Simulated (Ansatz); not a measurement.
The system is BaTiO3.

```
Ba Ti O
1.0
     3.99980    0.00000    0.00000
     0.00000    3.99980    0.00000
     0.00000    0.00000    8.03600
Ba Ti O
2 2 6
Direct
  0.99933 0.00149 0.00206
  0.00067 0.99851 0.49794
  0.48935 0.49786 0.23992
  0.51065 0.50214 0.74208
  0.50279 0.50210 0.01077
  0.49721 0.49790 0.50523
  0.50567 0.00168 0.25810
  0.49433 0.99832 0.75690
  0.00777 0.49971 0.26264
  0.99223 0.50029 0.75236
```

* Program: Ansatz 0.2.0
* Task: relaxation of cell and atoms
* Functional: r2SCAN
* Dispersion: D3(BJ)
* Potentials or basis: Ansatz PAW
* Cutoff: 500 eV (not typed: the program's choice for these potentials)
* k mesh: 7 × 7 × 4
* Occupations: fermi-dirac, width 0.05 eV
* Spin: no spin polarisation

At the start: volume 12.86 Å³/atom.

Q: How do energy, volume and symmetry change on relaxing?

A: It ends after 5 steps and the volume is 12.83 Å³/atom (-0.2 %); space group Cmc2_1 (No. 36, to 0.05 Å).

Step by step:
| step | energy change (eV) | largest force (eV/Å) | volume (Å³) |
| --- | --- | --- | --- |
| 1 | 0.0000 | 1.0223 | 128.56 |
| 2 | -0.0749 | 0.1255 | 127.38 |
| 3 | -0.0786 | 0.0666 | 128.59 |
| 4 | -0.0799 | 0.0029 | 128.33 |
| 5 | -0.0798 | 0.0027 | 128.33 |

Final structure:
```
Ba Ti O
1.0
     3.98438    0.00292   -0.00002
     0.00292    3.98276    0.00001
    -0.00004    0.00001    8.08673
Ba Ti O
2 2 6
Direct
  0.99809 0.99813 0.99839
  0.00192 0.00186 0.49838
  0.48705 0.48730 0.24064
  0.51297 0.51269 0.74063
  0.49968 0.49973 0.01214
  0.50032 0.50028 0.51213
  0.50575 0.00974 0.25645
  0.49424 0.99027 0.75644
  0.01001 0.50556 0.25640
  0.98996 0.49444 0.75640
```

Caveat: the plane-wave basis is chosen anew once the cell has moved, so the energies of steps on either side of that aren't comparable; the PAW data sets come from PBE, with cores solved anew for the run's functional, which leaves a small shift of forces and pressure; the dispersion damping was fitted for another functional or another form of the correction.
